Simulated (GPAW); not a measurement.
Set up this calculation in GPAW 26.7.0, as an ASE script.

| Item | Value |
| --- | --- |
| Task | single point |
| Functional | PBE |
| Potentials or basis | GPAW PAW data sets (gpaw-data 1.2.1) |
| Cutoff | 450 eV |
| Basis | pw |
| k mesh | 7 × 7 × 4 |
| Occupations | fermi-dirac, width 0.05 eV |
| Spin | no spin polarisation |
| Maxiter | 120 |
| Convergence | default |

ZrS2:

```
CELL_PARAMETERS angstrom
3.69138 0.00000 0.00000
-1.84569 3.19683 0.00000
0.00000 0.00000 6.04108
ATOMIC_POSITIONS crystal
Zr 0.00000 0.00000 0.00000
S 0.33333 0.66667 0.23791
S 0.66667 0.33333 0.76209
```

The cell is a database's computed one.

These files were run (other wordings do the same):

run.py

```python
from ase import Atoms
from ase.dft.bandgap import bandgap
from ase.io import write
from ase.units import GPa
from gpaw import GPAW, PW

atoms = Atoms(['Zr', 'S', 'S'],
              cell=[[3.6913825498, 0.0, 0.0],
                    [-1.8456912749, 3.1968310632, 0.0],
                    [0.0, 0.0, 6.04107701]],
              scaled_positions=[[0.0, 0.0, 0.0],
                                [0.3333333333, 0.6666666667, 0.23790997],
                                [0.6666666667, 0.3333333333, 0.76209003]],
              pbc=True)

calc = GPAW(mode=PW(450),
            xc='PBE',
            kpts={'size': (7, 7, 4), 'gamma': True},
            occupations={'name': 'fermi-dirac', 'width': 0.05},
            nbands=24,
            maxiter=120,
            txt='gpaw.txt')
atoms.calc = calc
energy = atoms.get_potential_energy()
forces = atoms.get_forces()
stress = atoms.get_stress()
calc.write('gs.gpw')
write('result.traj', atoms)
print(f'Energy: {energy:.6f} eV')
print('Forces (eV/A):')
print(forces.round(4))
print('Stress (GPa):', (stress / GPa).round(3))
print('Fermi level:', round(calc.get_fermi_level(), 4), 'eV')
print(f'Gap: {bandgap(calc)[0]:.4f} eV, direct: {bandgap(calc, direct=True)[0]:.4f} eV')
```

Potentials or basis: GPAW PAW data sets (gpaw-data 1.2.1), pw.

Run with:

```console
$ OMP_NUM_THREADS=1 python run.py
```

It gave:

```json
{
 "Pressure": "-0.2 GPa",
 "Largest force": "0.013 eV/Å",
 "Band gap on the k mesh": "1.09 eV, indirect (least direct gap 1.63 eV)"
}
```

Caveat: the cutoff is short for stress and forces, so pressures can be off by a GPa or more; an odd mesh through Γ misses points on the zone boundary, where band edges often lie; this functional lacks dispersion, which binds the layers, so the pressure and a relaxed spacing across them are unreliable.

Wall time 41 s on 1 thread of Intel(R) Xeon(R) Processor @ 2.50GHz (Skylake/Cascade Lake) (shared host), peak memory 0.16 GiB.
